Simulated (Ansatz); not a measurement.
Runs of Ansatz 0.2.0 on TiCo. It takes space group Pm-3m (No. 221, cubic). Conventional cell: a = 2.986 Å, b = 2.986 Å, c = 2.986 Å, α = 90.00°, β = 90.00°, γ = 90.00°. Co (site symmetry m-3m) has 8 Ti at 2.59 Å as nearest neighbours. Ti (site symmetry m-3m) is surrounded by 8 Co at 2.59 Å. The cell comes from a database or a generator and needn't be the stable form of this composition.

```csv
task,level,cell,cutoff (eV),points for each segment of the path,gap on the mesh (eV),pressure (GPa),moment (μB),relaxed volume (Å³/atom)
band structure,r2SCAN,as given,500,14,none,(a),0.87,-
band structure,BLYP,as given,420,14,none,4.6,(c),-
relaxation of cell and atoms,revPBE,relaxed,420,-,-,0.0,0.85,(b)
relaxation of cell and atoms,BLYP,relaxed,420,-,none,0.0,0.83,13.71
```

Alike in all rows: potentials or basis Ansatz PAW; spin collinear, ferromagnetic start; k mesh 9 × 9 × 9; smearing fermi-dirac 0.05 eV.

Problem. Estimate the missing entries.

Solution. (a) 0.4; (b) 13.55; (c) 0.78.

Caveats: the PAW data sets come from PBE, with cores solved anew for the run's functional, which leaves a small shift of forces and pressure; the plane-wave basis is chosen anew once the cell has moved, so the energies of steps on either side of that aren't comparable (some runs); the magnetic or orbital state may not be the lowest (some runs); the starting moments weren't kept (some runs).

A gap of «none» marks a metal or a gap under the smearing width.

Runs at the PBE level aren't shown here.
